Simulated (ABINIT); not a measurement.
Crystal: SrVO3.

```
CELL_PARAMETERS angstrom
3.86043 0.00000 0.00000
0.00000 3.86043 0.00000
0.00000 0.00000 3.86043
ATOMIC_POSITIONS crystal
Sr 0.50000 0.50000 0.50000
V 0.00000 0.00000 0.00000
O 0.00000 0.00000 0.50000
O 0.00000 0.50000 0.00000
O 0.50000 0.00000 0.00000
```

The cell isn't the ideal one: cell relaxed at zero pressure by an earlier run.

Base run:

```yaml
Program: ABINIT 10.8.3 (patched build)
Functional: PBE
Potentials_or_basis: PseudoDojo NC SR PBE v0.4.1 standard
Cutoff: 1143 eV
k_mesh: 8 × 8 × 8, shifted
Occupations: fermi-dirac, width 0.05 eV
Spin: collinear spin, ferromagnetic start
Starting_moments: "[0.0, 2.0, 0.0, 0.0, 0.0] μB"
```

Its results: pressure -0.5 GPa; net moment 0.52 μB per cell; site moments Sr +0.00; V +0.46; O -0.00 μB.

The run is repeated on the same cell with these changes: k mesh from 8 × 8 × 8, shifted to 5 × 5 × 5. What comes out?

Pressure 0.0 GPa; net moment 0.76 μB per cell; site moments Sr +0.00; V +0.68; O -0.00 μB.
